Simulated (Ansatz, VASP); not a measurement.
# Pt: VASP beside Ansatz

```
CELL_PARAMETERS angstrom
-1.59180 1.59180 1.59180
1.59180 -1.59180 1.59180
1.59180 1.59180 -1.59180
ATOMIC_POSITIONS crystal
Pt 0.00000 0.00000 0.00000
```

The cell was built by a generator and needn't be a form met in nature.

Alike in both runs: functional RPBE; k mesh 14 × 14 × 14; occupations fermi-dirac, width 0.1 eV; no spin polarisation.

Ansatz relaxed the structure, and its values are those at the end. VASP's run is a single point on that final structure, the one shown.

|  | VASP | Ansatz |
| --- | --- | --- |
| version | VASP 6.6.1 | Ansatz 0.2.0 |
| potentials or method | VASP PAW PBE potentials, release 64 (Pt) | plane waves (420 eV) with PAW, scalar-relativistic |
| plane-wave cutoff (eV) | 520 | 420 |
| valence electrons in the cell | 10 | 18 |

```tsv
	VASP	Ansatz	Ansatz less VASP
pressure (GPa)	-0.4	0.0	+0.44
```

The two sets of potentials don't hold the same shells in valence.

Caveats: the PAW data sets were made with another functional, which shifts forces and pressure a little (VASP). Spin-orbit coupling is left out, which matters for the levels of Pt.
